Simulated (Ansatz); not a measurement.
Crystal: TaN.

```
Ta N
1.0
     5.18500    0.00000    0.00000
    -2.59250    4.49034    0.00000
     0.00000    0.00000    2.90800
Ta N
3 3
Direct
  0.00000 0.00000 0.00000
  0.33333 0.66667 0.50000
  0.66667 0.33333 0.50000
  0.50000 0.00000 0.00000
  0.50000 0.50000 0.00000
  0.00000 0.50000 0.00000
```

```yaml
Program: Ansatz 0.2.0
Task: relaxation of cell and atoms
Functional: PBE
Potentials_or_basis: Ansatz PAW
Cutoff: "420 eV (not typed: the program's choice for these potentials)"
k_mesh: 6 × 6 × 9
Occupations: fermi-dirac, width 0.05 eV
Spin: no spin polarisation
Hubbard_terms: Ta d U = 1 eV
```

At the start: volume 11.28 Å³/atom.

Task: How do energy, volume and symmetry change on relaxing?

Result: It ends after 8 steps and the volume is 11.70 Å³/atom (+3.7 %); space group P6/mmm (No. 191, to 0.05 Å).

Step by step:
```csv
step,energy change (eV),largest force (eV/Å),volume (Å³)
1,0.0000,0.0000,67.71
2,-0.0517,0.0000,71.27
3,-0.0729,0.0000,70.21
4,-0.0736,0.0000,70.13
5,-0.0736,0.0000,70.14
6,-0.0820,0.0000,70.14
7,-0.0819,0.0000,70.19
8,-0.0821,0.0000,70.19
```

Final structure:
```
Ta N
1.0
     5.25709    0.00000    0.00000
    -2.62855    4.55278    0.00000
     0.00000    0.00000    2.93244
Ta N
3 3
Direct
  0.00000 0.00000 0.00000
  0.33333 0.66667 0.50000
  0.66667 0.33333 0.50000
  0.50000 0.00000 0.00000
  0.50000 0.50000 0.00000
  0.00000 0.50000 0.00000
```

Caveat: the plane-wave basis is chosen anew once the cell has moved, so the energies of steps on either side of that aren't comparable; the pressure holds a Pulay correction of +0.4 GPa for the finite cutoff; U without spin polarisation on a metal has little footing.
